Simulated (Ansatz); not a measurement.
The system is Sb.

```
Sb
1.0
    -1.87134    1.87134    1.87134
     1.87134   -1.87134    1.87134
     1.87134    1.87134   -1.87134
Sb
1
Cartesian
  0.0000 0.0000 0.0000
```

This isn't the form of Sb at room conditions, which is rhombohedral.

| Quantity | Value |
| --- | --- |
| Program | Ansatz 0.2.0 |
| Task | relaxation of cell and atoms |
| Functional | PBEsol0 |
| Potentials or basis | Ansatz PAW |
| Cutoff | 420 eV (not typed: the program's choice for these potentials) |
| k mesh | 5 × 5 × 5 |
| Occupations | fermi-dirac, width 0.05 eV |
| Spin | no spin polarisation |

At the start: volume 26.21 Å³/atom.

Question: Where does the relaxation end?

Answer: It ends after 5 steps and the volume is 24.84 Å³/atom (-5.2 %); space group Im-3m (No. 229, to 0.05 Å).

Step by step:
| step | energy change (eV) | largest force (eV/Å) | volume (Å³) |
| --- | --- | --- | --- |
| 1 | 0.0000 | 0.0000 | 26.21 |
| 2 | -0.0109 | 0.0000 | 24.00 |
| 3 | -0.0187 | 0.0000 | 24.93 |
| 4 | -0.0188 | 0.0000 | 24.84 |
| 5 | -0.0184 | 0.0000 | 24.84 |

Final structure:
```
Sb
1.0
    -1.83812    1.83812    1.83812
     1.83812   -1.83812    1.83812
     1.83812    1.83812   -1.83812
Sb
1
Direct
  0.00000 0.00000 0.00000
```

Caveat: the k mesh is coarse (spacing up to 0.47 Å⁻¹), so the values aren't converged, least of all with exact exchange; the plane-wave basis is chosen anew once the cell has moved, so the energies of steps on either side of that aren't comparable; the PAW data sets come from PBE, with cores solved anew for the run's functional, which leaves a small shift of forces and pressure.
